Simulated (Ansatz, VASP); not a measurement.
# WC: VASP beside Ansatz

```
W C
1.0
     0.00000    2.18247    2.18247
     2.18247    0.00000    2.18247
     2.18247    2.18247    0.00000
W C
1 1
Direct
  0.00000 0.00000 0.00000
  0.50000 0.50000 0.50000
```

Alike in both runs: functional r2SCAN; k mesh 11 × 11 × 11; no spin polarisation.

Ansatz relaxed the structure, and its values are those at the end. VASP's run is a single point on that final structure, the one shown.

|  | VASP | Ansatz |
| --- | --- | --- |
| version | VASP 6.6.1 | Ansatz 0.2.0 |
| potentials or method | VASP PAW PBE potentials, release 64 (W_sv, C) | plane waves, PAW |
| plane-wave cutoff (eV) | 520 | 544 |
| occupations | methfessel-paxton of order 1, width 0.05 eV | cold, width 0.05 eV |
| valence electrons in the cell | 18 | 18 |

VASP gave:

```
pressure (GPa) : 1.7
```

Problem. Estimate Ansatz's values.

Solution. Pressure (GPa): 0.0.

Caveats: the PAW data sets were made with another functional, which shifts forces and pressure a little (VASP). The runs have no spin-orbit coupling, so splittings on W are missing.
